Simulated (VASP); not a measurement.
# ZrC (Fm-3m) in VASP: notebook, part 2 of 3

VASP 6.6.1. The steps go on from the part before.

### 4 Electric field gradients, PBEsol

File INCAR:

```
SYSTEM = ZrC
ALGO = Normal ; EDIFF = 1E-8
ENCUT = 520 ; GGA = PS
ISIF = 2 ; ISMEAR = 0
LASPH = .True. ; LCHARG = .False.
LEFG = .True. ; LREAL = .False.
LWAVE = .False. ; NELM = 80
PREC = Accurate ; SIGMA = 0.02
```

File KPOINTS:

```
k-points
0
Gamma
  10 10 10
  0 0 0
```

File POSCAR:

```
ZrC
1.0
    0.0000000000      2.3650000000      2.3650000000
    2.3650000000      0.0000000000      2.3650000000
    2.3650000000      2.3650000000      0.0000000000
Zr C
1 1
Direct
    0.5000000000      0.5000000000      0.5000000000
    0.0000000000      0.0000000000      0.0000000000
```

Potentials or basis: VASP PAW PBE potentials, release 64 (Zr_sv, C).

On the command line:

```console
cat potpaw_PBE.64/Zr_sv/POTCAR potpaw_PBE.64/C/POTCAR > POTCAR
mpirun -np 1 vasp_std > vasp.out
```

OUTCAR:

```text
SYSTEM = ZrC
   EDIFF = 1E-8
   ENCUT = 520
   GGA = PS
   ISIF = 2
   ISMEAR = 0
   LASPH = .True.
   LREAL = .False.
   NELM = 80
   PREC = Accurate

 ion  position               nearest neighbor table
   1  0.500  0.500  0.500-   2 2.37   2 2.37   2 2.37   2 2.37   2 2.37   2 2.37
   2  0.000  0.000  0.000-   1 2.37   1 2.37   1 2.37   1 2.37   1 2.37   1 2.37

  LATTYP: Found a face centered cubic cell.
 ALAT       =     4.7300000000

  Lattice vectors:

 A1 = (   0.0000000000,   2.3650000000,   2.3650000000)
 A2 = (   2.3650000000,   0.0000000000,   2.3650000000)
 A3 = (   2.3650000000,   2.3650000000,   0.0000000000)

Analysis of symmetry for initial positions (statically):
=====================================================================
 Subroutine PRICEL returns:
 Original cell was already a primitive cell.

 Routine SETGRP: Setting up the symmetry group for a
 face centered cubic supercell.

 Subroutine GETGRP returns: Found 48 space group operations
 (whereof 48 operations were pure point group operations)
 out of a pool of 48 trial point group operations.

The static configuration has the point symmetry O_h .

Analysis of symmetry for dynamics (positions and initial velocities):
=====================================================================
 Subroutine PRICEL returns:
 Original cell was already a primitive cell.

 Routine SETGRP: Setting up the symmetry group for a
 face centered cubic supercell.

 Subroutine GETGRP returns: Found 48 space group operations
 (whereof 48 operations were pure point group operations)
 out of a pool of 48 trial point group operations.

The dynamic configuration has the point symmetry O_h .

 Subroutine INISYM returns: Found 48 space group operations
 (whereof 48 operations are pure point group operations),
 and found     1 'primitive' translations

----------------------------------------------------------------------------------------

                                     Primitive cell

  volume of cell :      26.4560

  direct lattice vectors                    reciprocal lattice vectors
     0.000000000  2.365000000  2.365000000    -0.211416490  0.211416490  0.211416490
     2.365000000  0.000000000  2.365000000     0.211416490 -0.211416490  0.211416490
     2.365000000  2.365000000  0.000000000     0.211416490  0.211416490 -0.211416490

  length of vectors
     3.344615075  3.344615075  3.344615075     0.366184103  0.366184103  0.366184103

  position of ions in fractional coordinates (direct lattice)
     0.500000000  0.500000000  0.500000000
     0.000000000  0.000000000  0.000000000

  ion indices of the primitive-cell ions
   primitive index   ion index
                 1           1
                 2           2

----------------------------------------------------------------------------------------

 KPOINTS: k-points

Automatic generation of k-mesh.
 Grid dimensions read from file:
 generate k-points for:   10   10   10

 Generating k-lattice:

[... 82 lines left out ...]
  volume/ion in A,a.u.               =      13.23        89.27
  Fermi-wavevector in a.u.,A,eV,Ry     =   1.384439  2.616209 26.077880  1.916670
  Thomas-Fermi vector in A             =   2.508943
   LORBIT       =      0    0 simple, 1 ext, 2 COOP (PROOUT), +10 PAW based schemes
   GGA     = PS    functional components
   LHFCALC =     F    Hartree Fock is set to
   AEXX    =    0.0000 exact exchange contribution
   IVDW    =     0    specifies the selected vdW correction
   LEPSILON=     F    determine dielectric tensor
   LRPA    =     F    only Hartree local field effects (RPA)
 non-spin polarized calculation
 Gauss-broadening in eV      SIGMA  =   0.02
  energy-cutoff  :      520.00
  volume of cell :       26.46
 maximum number of plane-waves:       728
 NGX is ok and might be reduce to    28
   NGX = 13   NGY = 13   NGZ = 13

 number of electron      16.0000000 magnetization

 Free energy of the ion-electron system (eV)
  ---------------------------------------------------
  ext. energy  EPLUGINS =         0.00000000
  ---------------------------------------------------
  free energy    TOTEN  =       -20.54616356 eV

  energy without entropy =      -20.54616347  energy(sigma->0) =      -20.54616351

 E-fermi :   9.2738     XC(G=0): -12.1874

 val. band max:        9.2160291322   @ k =   0.1000   0.0000   0.0000
 cond. band min:       9.3282017643   @ k =   0.5000   0.5000   0.0000
 fundamental gap:      0.1121726321
 Fermi energy:         9.2737696022

 k-point     1 :       0.0000    0.0000    0.0000
  band No.  band energies     occupation
      1     -38.7685      2.00000
      2     -16.5214      2.00000
      3     -16.5214      2.00000
      4     -16.5214      2.00000
      5      -1.9370      2.00000
      6      10.2245      0.00000
      7      10.2245      0.00000
      8      10.2245      0.00000
      9      10.3284      0.00000
     10      10.3284      0.00000
     11      10.3284      0.00000
     12      12.0296      0.00000
[... 331 lines left out ...]
 k-point    24 :       0.4000    0.3000    0.0000
  band No.  band energies     occupation
      1     -38.6676      2.00000
      2     -17.1016      2.00000
      3     -16.7518      2.00000
      4     -16.7270      2.00000
      5      -0.4357      2.00000
      6       6.1029      2.00000
      7       7.5817      2.00000
      8       8.6529      2.00000
      9       9.4645      0.00000
     10      13.7362      0.00000
     11      14.6690      0.00000
     12      14.7871      0.00000

 [... further k-points ...]

------------------------ aborting loop because EDIFF is reached ----------------------------------------

  FORCE on cell =-STRESS in cart. coord.  units (eV):
  Direction    XX          YY          ZZ          XY          YZ          ZX
  --------------------------------------------------------------------------------------
  -------------------------------------------------------------------------------------
  Total       -1.3521525     -1.3521525     -1.3521525      0.0000000     -0.0000000      0.0000000
  in kB      -81.8865985    -81.8865985    -81.8865985      0.0000000     -0.0000000      0.0000000
  external PRESSURE =     -81.8865985 kB  Pullay stress =       0.0000000 kB

 VOLUME and BASIS-vectors are now :
 -----------------------------------------------------------------------------
  energy-cutoff  :      520.00
  volume of cell :       26.46
      direct lattice vectors                 reciprocal lattice vectors
     0.000000000  2.365000000  2.365000000    -0.211416490  0.211416490  0.211416490
     2.365000000  0.000000000  2.365000000     0.211416490 -0.211416490  0.211416490
     2.365000000  2.365000000  0.000000000     0.211416490  0.211416490 -0.211416490

 POSITION                                       TOTAL-FORCE (eV/Angst)
 -----------------------------------------------------------------------------------
      2.36500      2.36500      2.36500         0.000000      0.000000     -0.000000
      0.00000      0.00000      0.00000         0.000000      0.000000      0.000000
 -----------------------------------------------------------------------------------
    total drift:                                0.000000      0.000000      0.000000

  FREE ENERGIE OF THE ION-ELECTRON SYSTEM (eV)
  ---------------------------------------------------
  free  energy   TOTEN  =       -20.5461635554 eV

  energy  without entropy=      -20.5461634710  energy(sigma->0) =      -20.54616351

 Electric field gradients (V/A^2)
---------------------------------------------------------------------
 ion       V_xx      V_yy      V_zz      V_xy      V_xz      V_yz
---------------------------------------------------------------------
   1      -0.000    -0.000    -0.000    -0.000    -0.000    -0.000
   2      -0.000     0.000     0.000    -0.000    -0.000    -0.000
---------------------------------------------------------------------

 Electric field gradients after diagonalization (V/A^2)
 (convention: |V_zz| > |V_xx| > |V_yy|)
----------------------------------------------------------------------
 ion       V_xx      V_yy      V_zz     asymmetry (V_yy - V_xx)/ V_zz
----------------------------------------------------------------------
   1       0.000     0.000    -0.000       0.000
   2       0.000     0.000    -0.000       0.000
----------------------------------------------------------------------

           NMR quadrupolar parameters

 Cq : quadrupolar parameter    Cq=e*Q*V_zz/h
 eta: asymmetry parameters     (V_yy - V_xx)/ V_zz
 Q  : nuclear electric quadrupole moment in mb (millibarn)
----------------------------------------------------------------------
 ion       Cq(MHz)       eta       Q (mb)
----------------------------------------------------------------------
   1      -0.000       0.000       1.000
   2      -0.000       0.000       1.000
----------------------------------------------------------------------
```

stdout:

```text
POSCAR found type information on POSCAR ZrC
 POSCAR found :  2 types and       2 ions
 scaLAPACK will be used
 -----------------------------------------------------------------------------
|                                                                             |
|                                                                             |
|     You enforced a specific xc type in the INCAR file but a different       |
|     I HOPE YOU KNOW WHAT YOU ARE DOING!                                     |
|                                                                             |
 -----------------------------------------------------------------------------

 LDA part: xc-table for (Slater+PW92), standard interpolation
 POSCAR, INCAR and KPOINTS ok, starting setup
 FFT: planning ... GRIDC
 FFT: planning ... GRID_SOFT
 FFT: planning ... GRID
 WAVECAR not read
 entering main loop
ion   1

ion   2
```

It took 22 s on 1 thread of Intel Xeon Platinum 8375C at 2.90GHz (Ice Lake), shared host; peak memory 0.16 GiB.

What came out:

```yaml
Free_energy: -20.5462 eV
Pressure: -8.2 GPa
Band_gap_on_the_k_mesh: none (metal or under the smearing width)
```

Levels at points of the mesh, in eV from the Fermi level:
| k point | band 6 | band 7 | band 8 | band 9 | band 10 | band 11 |
| --- | --- | --- | --- | --- | --- | --- |
| (0.00, 0.00, 0.00) | 0.95 | 0.95 | 0.95 | 1.05 | 1.05 | 1.05 |
| (0.50, 0.00, 0.00) | -5.26 | -2.87 | -2.87 | 4.40 | 4.40 | 5.22 |
| (0.50, 0.50, 0.00) | -2.09 | -1.75 | 0.05 | 0.05 | 4.37 | 5.55 |

Electric field gradients, principal values (V/Å²):
```
atom    Vxx    Vyy    Vzz
1 Zr  0.000  0.000  0.000
 2 C  0.000  0.000  0.000
```

Caveat: the PAW data sets were made with another functional, which shifts forces and pressure a little.

### 5 Core levels, PBEsol

File INCAR:

```
PREC = Accurate
ENCUT = 520
EDIFF = 1E-7
ISMEAR = 0
SIGMA = 0.02
LREAL = False
LASPH = True
NELM = 80
ALGO = Fast
ISIF = 2
LWAVE = False
LCHARG = False
GGA = PS
ICORELEVEL = 1
```

File KPOINTS:

```
regular mesh
0
Gamma
  10 10 10
```

POSCAR is that of step 4.

Potentials or basis: VASP PAW PBE potentials, release 64 (Zr_sv, C).

On the command line:

```console
cat potpaw_PBE.64/Zr_sv/POTCAR potpaw_PBE.64/C/POTCAR > POTCAR
mpirun -np 1 vasp_std > vasp.out
```

OUTCAR:

```text
PREC = Accurate
   ENCUT = 520
   EDIFF = 1E-7
   ISMEAR = 0
   LREAL = False
   LASPH = True
   NELM = 80
   ISIF = 2
   GGA = PS

 ion  position               nearest neighbor table
   1  0.500  0.500  0.500-   2 2.37   2 2.37   2 2.37   2 2.37   2 2.37   2 2.37
   2  0.000  0.000  0.000-   1 2.37   1 2.37   1 2.37   1 2.37   1 2.37   1 2.37

  LATTYP: Found a face centered cubic cell.
 ALAT       =     4.7300000000

  Lattice vectors:

 A1 = (   0.0000000000,   2.3650000000,   2.3650000000)
 A2 = (   2.3650000000,   0.0000000000,   2.3650000000)
 A3 = (   2.3650000000,   2.3650000000,   0.0000000000)

Analysis of symmetry for initial positions (statically):
=====================================================================
 Subroutine PRICEL returns:
 Original cell was already a primitive cell.

 Routine SETGRP: Setting up the symmetry group for a
 face centered cubic supercell.

 Subroutine GETGRP returns: Found 48 space group operations
 (whereof 48 operations were pure point group operations)
 out of a pool of 48 trial point group operations.

The static configuration has the point symmetry O_h .

[... 171 lines left out ...]
 cond. band min:       9.3282428923   @ k =   0.5000   0.5000   0.0000
 fundamental gap:      0.1121786913
 Fermi energy:         9.2738072664

 k-point     1 :       0.0000    0.0000    0.0000
  band No.  band energies     occupation
      1     -38.7685      2.00000
      2     -16.5213      2.00000
      3     -16.5213      2.00000
      4     -16.5213      2.00000
      5      -1.9370      2.00000
      6      10.2245      0.00000
      7      10.2245      0.00000
      8      10.2246      0.00000
      9      10.3284      0.00000
     10      10.3284      0.00000
     11      10.3284      0.00000
     12      12.0296      0.00000
[... 271 lines left out ...]
 k-point    20 :      -0.4000    0.2000    0.0000
  band No.  band energies     occupation
      1     -38.6612      2.00000

------------------------ aborting loop because EDIFF is reached ----------------------------------------

  FORCE on cell =-STRESS in cart. coord.  units (eV):
  Direction    XX          YY          ZZ          XY          YZ          ZX
  --------------------------------------------------------------------------------------
  -------------------------------------------------------------------------------------
  Total       -1.3525509     -1.3525509     -1.3525509      0.0000000      0.0000000      0.0000000
  in kB      -81.9107263    -81.9107263    -81.9107263      0.0000000      0.0000000      0.0000000
  external PRESSURE =     -81.9107263 kB  Pullay stress =       0.0000000 kB

 VOLUME and BASIS-vectors are now :
 -----------------------------------------------------------------------------
  energy-cutoff  :      520.00
  volume of cell :       26.46
      direct lattice vectors                 reciprocal lattice vectors
     0.000000000  2.365000000  2.365000000    -0.211416490  0.211416490  0.211416490
     2.365000000  0.000000000  2.365000000     0.211416490 -0.211416490  0.211416490
     2.365000000  2.365000000  0.000000000     0.211416490  0.211416490 -0.211416490

 POSITION                                       TOTAL-FORCE (eV/Angst)
 -----------------------------------------------------------------------------------
      2.36500      2.36500      2.36500        -0.000000     -0.000000     -0.000000
      0.00000      0.00000      0.00000         0.000000      0.000000      0.000000
 -----------------------------------------------------------------------------------
    total drift:                                0.000000      0.000000      0.000000

  FREE ENERGIE OF THE ION-ELECTRON SYSTEM (eV)
  ---------------------------------------------------
  free  energy   TOTEN  =       -20.5461610013 eV

  energy  without entropy=      -20.5461609170  energy(sigma->0) =      -20.54616096
```

It took 91 s on 1 thread of Intel Xeon Platinum 8375C at 2.90GHz (Ice Lake), shared host; peak memory 0.16 GiB.

Results:

* Free energy: -20.5462 eV
* Pressure: -8.2 GPa
* Band gap on the k mesh: none (metal or under the smearing width)

Core levels (eV, on the scale of the bands):
```tsv
atom	levels
1 Zr	1s -17806.2, 2s -2453.5, 2p -2186.0, 3s -388.8, 3p -301.7, 3d -158.8
2 C	1s -255.6
```

Caveat: the PAW data sets were made with another functional, which shifts forces and pressure a little.

(Continued in part 3 of 3.)
